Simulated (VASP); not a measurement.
# Be (P6_3/mmc) in VASP: notebook

The runs below take Be through single point, with LDA.

All numbers are computed with VASP 6.6.1; they aren't measurements. Logs are shortened: lines on timing, memory, paths and dates and some standing lists are left out, and cuts for length are marked.

**1. The crystal as given**

The structure is hexagonal, space group P6_3/mmc (No. 194). Conventional cell: a = 2.285 Å, b = 2.285 Å, c = 3.584 Å, α = 90.00°, β = 90.00°, γ = 120.00°. Be (site symmetry -6m2) has 12 Be at 2.23 to 2.29 Å as nearest neighbours.

**2. Single point, LDA**

INCAR

```
  ADDGRID = F
  ALGO = Normal
  EDIFF = 1E-6
  ENCUT = 280
  GGA = CA
  ISIF = 2
  ISMEAR = 1
  LASPH = T
  LCHARG = F
  LREAL = F
  LWAVE = F
  NELM = 100
  PREC = Accurate
  SIGMA = 0.2
```

KPOINTS

```
k-points
0
Gamma
  6 6 4
```

POSCAR

```
Be
1.0
    2.2853000000      0.0000000000      0.0000000000
   -1.1426500000      1.9791278553      0.0000000000
    0.0000000000      0.0000000000      3.5842000000
Be
2
Direct
    0.6556040000      0.3139550000      0.7387090000
    0.3030700000      0.6820070000      0.2728280000
```

Potentials or basis: VASP PAW LDA potentials, release 64 (Be).

Command:

```console
$ cat potpaw_LDA.64/Be/POTCAR > POTCAR
$ mpirun -np 1 vasp_std > vasp.out
```

OUTCAR:

```text
EDIFF = 1E-6
   ENCUT = 280
   GGA = CA
   ISIF = 2
   ISMEAR = 1
   LASPH = T
   LREAL = F
   NELM = 100
   PREC = Accurate

 Found     76 irreducible k-points:

 Following reciprocal coordinates:
            Coordinates               Weight
  0.000000  0.000000  0.000000      1.000000
  0.166667  0.000000  0.000000      2.000000
  0.000000  0.166667  0.000000      2.000000
 -0.166667  0.166667  0.000000      2.000000
  0.333333  0.000000  0.000000      2.000000
  0.000000  0.333333  0.000000      2.000000
   k-points           NKPTS =     76   k-points in BZ     NKDIM =     76   number of bands    NBANDS=      6
   number of dos      NEDOS =    301   number of ions     NIONS =      2
   total plane-waves  NPLWV =   2880
   dimension x,y,z NGX =    12 NGY =   12 NGZ =   20
   dimension x,y,z NGXF=    24 NGYF=   24 NGZF=   40
   ions per type =               2
   NGX,Y,Z   is equivalent  to a cutoff of   8.73,  8.73,  9.28 a.u.
   NGXF,Y,Z  is equivalent  to a cutoff of  17.46, 17.46, 18.55 a.u.
 SYSTEM =  unknown system
   PREC   = accura    normal or accurate (medium, high low for compatibility)
   ISTART =      0    job   : 0-new  1-cont  2-samecut
   ICHARG =      2    charge: 1-file 2-atom 10-const
   ISPIN  =      1    spin polarized calculation?
   LNONCOLLINEAR =      F non collinear calculations
   LSORBIT =      F    spin-orbit coupling
   LASPH  =      T    aspherical Exc in radial PAW
   ENCUT  =  280.0 eV  20.58 Ry    4.54 a.u.   3.12  3.12  4.89*2*pi/ulx,y,z
   NELM   =    100;   NELMIN=  2; NELMDL= -5     # of ELM steps
   EDIFF  = 0.1E-05   stopping-criterion for ELM
[... 30 lines left out ...]
 non-spin polarized calculation
 Methfessel and Paxton  Order N= 1 SIGMA  =   0.20
  energy-cutoff  :      280.00
  volume of cell :       16.21
 maximum number of plane-waves:       183
   NGX =  7   NGY =  7   NGZ =  9

 number of electron       4.0000000 magnetization

 Free energy of the ion-electron system (eV)
  ---------------------------------------------------
  ext. energy  EPLUGINS =         0.00000000
  ---------------------------------------------------
  free energy    TOTEN  =        -8.25940031 eV

  energy without entropy =       -8.26098332  energy(sigma->0) =       -8.25992798

 E-fermi :   6.1350     XC(G=0): -10.5311

 val. band max:        5.9460935058   @ k =  -0.3333   0.5000   0.0000
 cond. band min:       6.2724648000   @ k =  -0.3333   0.3333   0.0000
 fundamental gap:      0.3263712942
 Fermi energy:         6.1350464600

 k-point     1 :       0.0000    0.0000    0.0000
  band No.  band energies     occupation
      1      -4.5050      2.00000
      2       2.2969      2.00000
      3       7.7001     -0.00000
      4      21.5311      0.00000
      5      22.2782      0.00000
      6      24.1689      0.00000

 k-point     2 :       0.1667    0.0000    0.0000
  band No.  band energies     occupation
      1      -3.7310      2.00000
      2       3.3180      2.00000
      3       7.8636     -0.00000
      4      17.4360      0.00000
      5      19.2422      0.00000
      6      24.0738      0.00000

 k-point     3 :       0.0000    0.1667    0.0000
  band No.  band energies     occupation
      1      -3.7312      2.00000
      2       3.3196      2.00000
      3       7.8540     -0.00000
      4      17.4622      0.00000
      5      19.2435      0.00000
      6      24.1588      0.00000

 k-point     4 :      -0.1667    0.1667    0.0000
  band No.  band energies     occupation
      1      -3.7298      2.00000
      2       3.3092      2.00000
      3       7.9176     -0.00000
      4      17.3098      0.00000
      5      19.0575      0.00000
      6      24.2635      0.00000

 k-point     5 :       0.3333    0.0000    0.0000
  band No.  band energies     occupation
      1      -1.4124      2.00000
      2       6.3376     -0.05283
      3       6.9184     -0.00000
      4      12.8999      0.00000
      5      16.5574      0.00000
      6      18.4408      0.00000

 k-point     6 :       0.0000    0.3333    0.0000
  band No.  band energies     occupation
      1      -1.4112      2.00000
      2       6.3499     -0.06243
      3       6.8643     -0.00000
      4      13.0072      0.00000
      5      16.5459      0.00000
      6      18.3781      0.00000

 [... further k-points ...]
[... 5 lines left out ...]
  --------------------------------------------------------------------------------------
  -------------------------------------------------------------------------------------
  Total       -0.4262022     -0.2083498     -1.1940136      0.1341024      0.1078030     -0.1159892
  in kB      -42.1227718    -20.5918021   -118.0077551     13.2537214     10.6544761    -11.4635419
  external PRESSURE =     -60.2407763 kB  Pullay stress =       0.0000000 kB

 VOLUME and BASIS-vectors are now :
 -----------------------------------------------------------------------------
  energy-cutoff  :      280.00
  volume of cell :       16.21
      direct lattice vectors                 reciprocal lattice vectors
     2.285300000  0.000000000  0.000000000     0.437579311  0.252636533  0.000000000
    -1.142650000  1.979127855  0.000000000     0.000000000  0.505273066  0.000000000
     0.000000000  0.000000000  3.584200000     0.000000000  0.000000000  0.279002288

 POSITION                                       TOTAL-FORCE (eV/Angst)
 -----------------------------------------------------------------------------------
      1.13951      0.62136      2.64768        -0.275578      0.255213      0.864842
     -0.08669      1.34978      0.97787         0.275578     -0.255213     -0.864842
 -----------------------------------------------------------------------------------
    total drift:                               -0.000000     -0.000000     -0.000000

  FREE ENERGIE OF THE ION-ELECTRON SYSTEM (eV)
  ---------------------------------------------------
  free  energy   TOTEN  =        -8.2594003141 eV

  energy  without entropy=       -8.2609833180  energy(sigma->0) =       -8.25992798
```

It took 1.2 s on 1 thread of AMD EPYC 9R45 (Zen 5), shared host; peak memory 0.07 GiB.

These settings aren't checked as converged: the numbers below hold their error.

What came out:

```
Free energy            : -8.2594 eV
Largest force          : 0.943 eV/Å
Band gap on the k mesh : none (metal or under the smearing width)
```

Caveat: the k mesh is coarse (spacing up to 0.53 Å⁻¹), so the values aren't converged; the cutoff is under 1.25 times the usual one of these potentials, so pressure, stress and relaxed cells hold a basis-set (Pulay) error.

**3. Single point, LDA**

INCAR: that of step 2 with these lines changed.

```diff
@@ -3,3 +3,3 @@
   EDIFF = 1E-6
-  ENCUT = 280
+  ENCUT = 460
   GGA = CA
```

KPOINTS

```
k-points
0
Gamma
  5 5 3
```

POSCAR

```
Be
1.0
    2.2853000000      0.0000000000      0.0000000000
   -1.1426500000      1.9791278553      0.0000000000
    0.0000000000      0.0000000000      3.5842000000
Be
2
Direct
    0.6666666667      0.3333333333      0.7500000000
    0.3333333333      0.6666666667      0.2500000000
```

Potentials or basis: VASP PAW LDA potentials, release 64 (Be).

Command:

```console
$ cat potpaw_LDA.64/Be/POTCAR > POTCAR
$ mpirun -np 1 vasp_std > vasp.out
```

OUTCAR:

```text
EDIFF = 1E-6
   ENCUT = 460
   GGA = CA
   ISIF = 2
   ISMEAR = 1
   LASPH = T
   LREAL = F
   NELM = 100
   PREC = Accurate

 Found     10 irreducible k-points:

 Following reciprocal coordinates:
            Coordinates               Weight
  0.000000  0.000000  0.000000      1.000000
  0.200000  0.000000  0.000000      6.000000
  0.400000  0.000000  0.000000      6.000000
  0.200000  0.200000  0.000000      6.000000
  0.400000  0.200000  0.000000      6.000000
  0.000000  0.000000  0.333333      2.000000
   k-points           NKPTS =     10   k-points in BZ     NKDIM =     10   number of bands    NBANDS=      6
   number of dos      NEDOS =    301   number of ions     NIONS =      2
   total plane-waves  NPLWV =   7168
   dimension x,y,z NGX =    16 NGY =   16 NGZ =   28
   dimension x,y,z NGXF=    32 NGYF=   32 NGZF=   56
   ions per type =               2
   NGX,Y,Z   is equivalent  to a cutoff of  11.64, 11.64, 12.99 a.u.
   NGXF,Y,Z  is equivalent  to a cutoff of  23.28, 23.28, 25.97 a.u.
 SYSTEM =  unknown system
   PREC   = accura    normal or accurate (medium, high low for compatibility)
   ISTART =      0    job   : 0-new  1-cont  2-samecut
   ICHARG =      2    charge: 1-file 2-atom 10-const
   ISPIN  =      1    spin polarized calculation?
[... 51 lines left out ...]
  free energy    TOTEN  =        -8.36582317 eV

  energy without entropy =       -8.36675084  energy(sigma->0) =       -8.36613239

 E-fermi :   6.7928     XC(G=0): -10.5395

 val. band max:        6.6244506877   @ k =   0.2000   0.2000   0.0000
 cond. band min:       7.7746069648   @ k =   0.0000   0.0000   0.0000
 fundamental gap:      1.1501562771
 Fermi energy:         6.7928271304

 k-point     1 :       0.0000    0.0000    0.0000
  band No.  band energies     occupation
      1      -4.4948      2.00000
      2       2.2669      2.00000
      3       7.7746     -0.00000
      4      21.9202      0.00000
      5      21.9202      0.00000
      6      24.7221      0.00000
[... 37 lines left out ...]
 k-point     6 :       0.0000    0.0000    0.3333
  band No.  band energies     occupation
      1      -3.5502      2.00000
      2      -0.7644      2.00000
      3      12.9697      0.00000
      4      21.5156      0.00000
      5      22.7151      0.00000
      6      22.7151      0.00000

 [... further k-points ...]
[... 5 lines left out ...]
  --------------------------------------------------------------------------------------
  -------------------------------------------------------------------------------------
  Total       -0.8684150     -0.8684150     -0.6604515      0.0000000     -0.0000000      0.0000000
  in kB      -85.8279187    -85.8279187    -65.2742996      0.0000000     -0.0000000      0.0000000
  external PRESSURE =     -78.9767124 kB  Pullay stress =       0.0000000 kB

 VOLUME and BASIS-vectors are now :
 -----------------------------------------------------------------------------
  energy-cutoff  :      460.00
  volume of cell :       16.21
      direct lattice vectors                 reciprocal lattice vectors
     2.285300000  0.000000000  0.000000000     0.437579311  0.252636533  0.000000000
    -1.142650000  1.979127855  0.000000000     0.000000000  0.505273066  0.000000000
     0.000000000  0.000000000  3.584200000     0.000000000  0.000000000  0.279002288

 POSITION                                       TOTAL-FORCE (eV/Angst)
 -----------------------------------------------------------------------------------
      1.14265      0.65971      2.68815        -0.000000      0.000000      0.000000
     -0.00000      1.31942      0.89605         0.000000     -0.000000      0.000000
 -----------------------------------------------------------------------------------
    total drift:                                0.000000     -0.000000      0.000000

  FREE ENERGIE OF THE ION-ELECTRON SYSTEM (eV)
  ---------------------------------------------------
  free  energy   TOTEN  =        -8.3658231732 eV

  energy  without entropy=       -8.3667508381  energy(sigma->0) =       -8.36613239
```

stdout:

```text
POSCAR found type information on POSCAR Be
 POSCAR found :  1 types and       2 ions
 scaLAPACK will be used
 LDA part: xc-table for (Slater(with rela. corr.)+CA(PZ))
 , standard interpolation
 POSCAR, INCAR and KPOINTS ok, starting setup
 FFT: planning ... GRIDC
 FFT: planning ... GRID_SOFT
 FFT: planning ... GRID
 WAVECAR not read
 entering main loop
```

Run time: 0.7 s. Hardware: 1 thread of AMD EPYC 9R45 (Zen 5), shared host; peak memory 0.07 GiB.

The run converged, but some of its settings lie outside the range that counts as converged, so its numbers aren't taken as properties of the crystal.

Results:

```yaml
Free_energy: -8.3658 eV
Pressure: -7.9 GPa
```

Caveat: the k mesh is coarse (spacing up to 0.63 Å⁻¹), so the values aren't converged; the mesh shows a gap though the element is a metal.

**4. Single point, LDA**

INCAR is that of step 3.

KPOINTS is that of step 3.

POSCAR

```
Be
1.0
    2.2853000000      0.0000000000      0.0000000000
   -1.1426500000      1.9791278553      0.0000000000
    0.0000000000      0.0000000000      3.5842000000
Be
2
Direct
    0.6556040000      0.3139550000      0.7387090000
    0.3030700000      0.6820070000      0.2728280000
```

Potentials or basis: VASP PAW LDA potentials, release 64 (Be).

Command:

```console
$ cat potpaw_LDA.64/Be/POTCAR > POTCAR
$ mpirun -np 1 vasp_std > vasp.out
```

OUTCAR:

```text
EDIFF = 1E-6
   ENCUT = 460
   GGA = CA
   ISIF = 2
   ISMEAR = 1
   LASPH = T
   LREAL = F
   NELM = 100
   PREC = Accurate

 Found     38 irreducible k-points:

 Following reciprocal coordinates:
            Coordinates               Weight
  0.000000  0.000000  0.000000      1.000000
  0.200000  0.000000  0.000000      2.000000
  0.000000  0.200000  0.000000      2.000000
 -0.200000  0.200000  0.000000      2.000000
  0.400000  0.000000  0.000000      2.000000
  0.000000  0.400000  0.000000      2.000000
[... 120 lines left out ...]
  band No.  band energies     occupation
      1      -0.0797      2.00000
      2       5.3297      2.00000
      3       8.0835     -0.00000
      4      12.9710      0.00000
      5      15.6215      0.00000
      6      15.9378      0.00000

 [... further k-points ...]
[... 5 lines left out ...]
  --------------------------------------------------------------------------------------
  -------------------------------------------------------------------------------------
  Total       -0.8915106     -0.7373826     -0.3031922      0.0936925      0.1194409     -0.1291355
  in kB      -88.1105206    -72.8776214    -29.9653440      9.2598938     11.8046792    -12.7628244
  external PRESSURE =     -63.6511620 kB  Pullay stress =       0.0000000 kB

 VOLUME and BASIS-vectors are now :
 -----------------------------------------------------------------------------
  energy-cutoff  :      460.00
  volume of cell :       16.21
      direct lattice vectors                 reciprocal lattice vectors
     2.285300000  0.000000000  0.000000000     0.437579311  0.252636533  0.000000000
    -1.142650000  1.979127855  0.000000000     0.000000000  0.505273066  0.000000000
     0.000000000  0.000000000  3.584200000     0.000000000  0.000000000  0.279002288

 POSITION                                       TOTAL-FORCE (eV/Angst)
 -----------------------------------------------------------------------------------
      1.13951      0.62136      2.64768        -0.264100      0.241137      0.928049
     -0.08669      1.34978      0.97787         0.264100     -0.241137     -0.928049
 -----------------------------------------------------------------------------------
    total drift:                                0.000000      0.000000      0.000000

  FREE ENERGIE OF THE ION-ELECTRON SYSTEM (eV)
  ---------------------------------------------------
  free  energy   TOTEN  =        -8.2906265496 eV

  energy  without entropy=       -8.2916240882  energy(sigma->0) =       -8.29095906
```

Wall time 1.2 s (1 thread of AMD EPYC 9R45 (Zen 5), shared host); peak memory 0.08 GiB.

These settings aren't checked as converged: the numbers below hold their error.

What came out:

```yaml
Free_energy: -8.2906 eV
Pressure: -6.4 GPa
Largest_force: 0.995 eV/Å
```

Caveat: the k mesh is coarse (spacing up to 0.63 Å⁻¹), so the values aren't converged; the mesh shows a gap though the element is a metal.

**5. The reference run**

An earlier run on the cell as given: functional PBE; potentials or basis VASP PAW PBE potentials, release 64 (Be); cutoff 520 eV; k mesh 13 × 13 × 8; occupations fermi-dirac, width 0.05 eV; no spin polarisation.

- Pressure: -2.7 GPa
- Band gap on the k mesh: none (metal or under the smearing width)
